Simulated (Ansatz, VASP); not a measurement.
# Mo in VASP and in Ansatz

```
Mo
1.0
    -1.58002    1.58002    1.58002
     1.58002   -1.58002    1.58002
     1.58002    1.58002   -1.58002
Mo
1
Direct
  0.00000 0.00000 0.00000
```

Alike in both runs: task electric field gradients; functional PBE; k mesh 16 × 16 × 16; occupations fermi-dirac, width 0.03 eV; no spin polarisation.

```csv
,VASP,Ansatz
version,VASP 6.6.1,Ansatz 0.2.0
potentials or method,"VASP PAW PBE potentials, release 64 (Mo_sv)","PAW with Ansatz's default frozen-core files, scalar-relativistic"
plane-wave cutoff (eV),520,420
valence electrons in the cell,14,14
```

```csv
,VASP,Ansatz,Ansatz less VASP
pressure (GPa),0.5,0.0,-0.51
Vzz of the field gradient on the site that differs most (V/Å²),0.0,0.0,0.00
```

Ansatz warned: «gradients_without_spin_orbit».
